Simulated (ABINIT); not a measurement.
The system is AlN.

```
Al N
1.0
     0.00000    2.18399    2.18399
     2.18399    0.00000    2.18399
     2.18399    2.18399    0.00000
Al N
1 1
Direct
  0.00000 0.00000 0.00000
  0.25000 0.25000 0.25000
```

Measurements of this composition are mostly on another form, of space group No. 186.

| Quantity | Value |
| --- | --- |
| Program | ABINIT 10.8.3 (patched build) |
| Task | relaxation of cell and atoms |
| Functional | PBE |
| Potentials or basis | PseudoDojo NC SR PBE v0.4.1 standard |
| Cutoff | 1143 eV |
| k mesh | 8 × 8 × 8 |
| Occupations | fermi-dirac, width 0.05 eV |
| Spin | no spin polarisation |

At the start: pressure 4.5 GPa; volume 10.42 Å³/atom.

Problem. How do energy, volume and symmetry change on relaxing?

Solution. Over 4 steps the energy falls by 3.2 meV/atom and the volume is 10.65 Å³/atom (+2.3 %); space group F-43m (No. 216, to 0.05 Å).

Step by step:
```csv
step,energy change (eV),largest force (eV/Å),pressure (GPa),volume (Å³)
1,0.0000,0.0000,4.50,20.83
2,-0.0055,0.0000,1.69,21.12
3,-0.0065,0.0000,0.04,21.30
4,-0.0065,0.0000,0.00,21.30
```

Final structure:
```
Al N
1.0
     0.00000    2.20030    2.20030
     2.20030    0.00000    2.20030
     2.20030    2.20030    0.00000
Al N
1 1
Direct
  0.00000 0.00000 0.00000
  0.25000 0.25000 0.25000
```
